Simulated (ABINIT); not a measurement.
The system is Si2W.

```
W Si
1.0
     4.61685    0.00000    0.00000
    -2.30843    3.99831    0.00000
     0.00000    0.00000    6.65322
W Si
3 6
Cartesian
  2.3084 0.0000 3.3266
  1.1542 1.9992 5.5444
  -1.1542 1.9992 1.1089
  1.1332 0.6542 1.1089
  3.4837 0.6542 5.5444
  0.0000 1.3085 3.3266
  1.1753 3.3441 1.1089
  -1.1753 3.3441 5.5444
  2.3084 2.6899 3.3266
```

Measurements of this composition are mostly on another form, of space group No. 139.

```yaml
Program: ABINIT 10.8.3 (patched build)
Task: single point
Functional: PBE
Potentials_or_basis: JTH PAW PBE v2.0
Cutoff: 435 eV
k_mesh: 7 × 7 × 4
Occupations: fermi-dirac, width 0.05 eV
Spin: no spin polarisation
```

On this cell: pressure -0.8 GPa; largest force under 0.003 eV/Å; band gap on the k mesh 0.22 eV, indirect (least direct gap 0.68 eV).

The same run follows on a disturbed copy (atoms moved at random, drawn with an rms of 0.05 Å):

```
CELL_PARAMETERS angstrom
4.61685 0.00000 0.00000
-2.30843 3.99831 0.00000
0.00000 0.00000 6.65322
ATOMIC_POSITIONS crystal
W 0.50894 0.00409 0.50642
W 0.49532 0.49001 0.82795
W 0.99576 0.49914 0.16992
Si 0.31430 0.15954 0.16624
Si 0.84142 0.17229 0.83279
Si 0.15964 0.31534 0.49834
Si 0.67510 0.84023 0.16179
Si 0.16749 0.84191 0.82758
Si 0.83574 0.67671 0.50318
```

Question: What changes?

Answer: The energy moves by +15.6 meV/atom; pressure -0.3 GPa; largest force 1.354 eV/Å; band gap on the k mesh 0.04 eV, indirect (least direct gap 0.57 eV).

Forces on the atoms (eV/Å):
```
W   -0.514 -0.476 -1.159
W   -0.065  0.868  0.920
W    0.185  0.169 -0.340
Si   0.653  0.160  0.077
Si  -0.005 -0.226  0.036
Si  -0.047  0.524  0.089
Si  -0.386 -0.322  0.216
Si  -0.044 -0.432  0.500
Si   0.222 -0.264 -0.337
```

Stress tensor (GPa, compression positive):
```
-0.14  0.16 -0.51
 0.16  0.06  0.24
-0.51  0.24 -0.80
```

Caveats: spin-orbit coupling is left out, which moves the levels of the heavy elements; an odd mesh through Γ misses points on the zone boundary, where band edges often lie.
